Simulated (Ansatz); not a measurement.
Zinc-blende InN (metastable phase) was calculated with r²SCAN (Ansatz, a program for electronic structure, plane waves, PAW).

Numerical settings: plane-wave cutoff 500 eV, 14×14×14 k mesh, Fermi–Dirac smearing 0.05 eV, scalar-relativistic PAW data made under PBE.

Computed at the level's own relaxed cell.

### Question
Estimate the equilibrium volume per atom and lattice parameter a that the calculation returns.

### Answer

- equilibrium volume per atom: 15.62 Å³/atom
- lattice parameter a: 4.999 Å

The run finds no gap.

Measured, for comparison: equilibrium volume per atom 15.72 Å³/atom, lattice constant a 5.01 ± 0.01 Å (temperature not stated, no zero-point or thermal correction, epilayer on 3C-SiC; as tabulated in Schörmann, As, Lischka, Schley, Goldhahn et al., Appl. Phys. Lett. 89, 261903 …). Computed (rounded) less measured: equilibrium volume per atom -0.6 %, lattice constant a -0.2 %. A static lattice is as a rule a little smaller and stiffer than an uncorrected measurement, which narrows the difference in the equilibrium volume per atom and would widen misses of the other sign.

Spin–orbit coupling is not included.

Computed values are for the static lattice.

It cost roughly 30 core-seconds of CPU time.
